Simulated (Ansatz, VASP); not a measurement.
**Be8H in VASP and in Ansatz**

```xyz
9
Lattice="6.5698 0.0000 0.0000 0.0000 3.2438 0.0000 0.0000 0.0000 3.2438" Properties=species:S:1:pos:R:3 pbc="T T T"
Be    2.6053    2.4194    2.4194
Be    5.7003    2.4303    2.4303
Be    0.6796    0.8244    2.4194
Be    4.1544    0.8135    2.4303
Be    0.6796    2.4194    0.8244
Be    4.1544    2.4303    0.8135
Be    2.6053    0.8244    0.8244
Be    5.7003    0.8135    0.8135
H     1.6425    0.0000    0.0000
```

Alike in both runs: functional PBE; k mesh 6 × 10 × 10; occupations gaussian, width 0.1 eV; no spin polarisation.

Ansatz relaxed the structure, and its values are those at the end. VASP's run is a single point on that final structure, the one shown.

```csv
,VASP,Ansatz
version,VASP 6.6.1,Ansatz 0.2.0
potentials or method,"VASP PAW PBE potentials, release 64 (Be, H)","scalar-relativistic, plane waves, PAW"
plane-wave cutoff (eV),520,420
valence electrons in the cell,17,17
```

|  | VASP | Ansatz | Ansatz less VASP |
| --- | --- | --- | --- |
| gap on the k mesh at the Fermi level (eV) | none | none | - |
| pressure (GPa) | 0.1 | 0.0 | -0.10 |

A gap of «none» marks a metal or a gap that the smearing closes. Ansatz warned: «structure_snapped_to_symmetry».
